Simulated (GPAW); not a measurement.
Ge in GPAW: the effect of functional

The system is Ge.

```
Ge
1.0
     0.00000    2.82891    2.82891
     2.82891    0.00000    2.82891
     2.82891    2.82891    0.00000
Ge
2
Direct
  0.75000 0.75000 0.75000
  0.50000 0.50000 0.50000
```

Alike in all runs:

* Program: GPAW 26.7.0
* Task: dielectric tensor
* Cutoff: 450 eV
* Basis: pw
* k mesh: 7 × 7 × 7
* Occupations: fermi-dirac, width 0.001 eV
* Spin: no spin polarisation

```csv
functional,potentials or basis,gap on the mesh (eV),dielectric constant (mean)
LDA,the program's PAW data sets (release 1.2.1) made for this functional,?,?
AM05,PAW data sets generated in the run's folder for this functional,0.08,234.54
PBEsol,PAW data sets generated in the run's folder for this functional,0.04,1509.56
```

Q: What does the run with functional LDA give?

A: gap on the mesh none; dielectric constant 41.64 mean.

Caveats: the long-wavelength limit can be off by a per cent or two; the gap is small at this level, which inflates the dielectric constant (some runs); an odd mesh through Γ misses points on the zone boundary, where band edges often lie (some runs).

A gap of «none» marks a metal or a gap under the smearing width.

Runs at the PBE level aren't shown here.
